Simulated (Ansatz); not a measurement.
SiNi:

```xyz
8
Lattice="5.1731 0.0000 0.0000 0.0000 3.3381 0.0000 0.0000 0.0000 5.6049" Properties=species:S:1:pos:R:3 pbc="T T T"
Ni    5.1328    2.5036    4.5539
Ni    2.6268    0.8345    1.7514
Ni    2.5463    2.5036    3.8535
Ni    0.0403    0.8345    1.0510
Si    3.5111    0.8345    5.1425
Si    4.2486    2.5036    2.3400
Si    0.9245    0.8345    3.2649
Si    1.6620    2.5036    0.4624
```

Program: Ansatz 0.2.0. Alike in all runs: potentials or basis Ansatz PAW; spin collinear, ferromagnetic start; cell as given; k mesh 5 × 8 × 5; cutoff (eV) 420.

Q: Order these runs on this cell by their pressure, lowest first.
A. level BLYP; smearing fermi-dirac 0.05 eV; points for each segment of the path 10
B. level PBE; smearing gaussian 0.014 eV
C. level revPBE; smearing fermi-dirac 0.05 eV; points for each segment of the path 10
D. level LDA; smearing fermi-dirac 0.05 eV; points for each segment of the path 10
E. level PBEsol; smearing fermi-dirac 0.05 eV; points for each segment of the path 10

A: D (-9.0 GPa), E (-4.3 GPa), B (1.7 GPa), C (4.4 GPa), A (9.9 GPa).

Caveats: the PAW data sets come from PBE, with cores solved anew for the run's functional, which leaves a small shift of forces and pressure (some runs); the potentials were made for another functional, which shifts forces and pressure (some runs).

Not every run made on this cell is shown here.
